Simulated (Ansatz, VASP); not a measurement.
One calculation of Ag, two programs

```xyz
1
Lattice="2.6295 0.0000 0.0000 0.0000 2.6295 0.0000 0.0000 0.0000 2.6295" Properties=species:S:1:pos:R:3 pbc="T T T"
Ag    0.0000    0.0000    0.0000
```

Alike in both runs: task single point; functional r2SCAN; k mesh 6 × 6 × 6; occupations gaussian, width 0.1 eV; no spin polarisation.

|  | VASP | Ansatz |
| --- | --- | --- |
| version | VASP 6.6.1 | Ansatz 0.2.0 |
| potentials or method | VASP PAW PBE potentials, release 64 (Ag) | scalar-relativistic, plane waves, PAW |
| plane-wave cutoff (eV) | 520 | 500 |
| valence electrons in the cell | 11 | 19 |

|  | VASP | Ansatz | Ansatz less VASP |
| --- | --- | --- | --- |
| gap on the k mesh at the Fermi level (eV) | none | none | - |
| pressure (GPa) | 10.8 | 10.4 | -0.33 |

A gap of «none» marks a metal or a gap that the smearing closes. With one functional, cell and mesh, what is left measures potentials, basis and numerics. The two sets of potentials don't hold the same shells in valence.

Caveats: the k mesh is coarse (spacing up to 0.40 Å⁻¹), so the values aren't converged; the PAW data sets were made with another functional, which shifts forces and pressure a little (VASP).
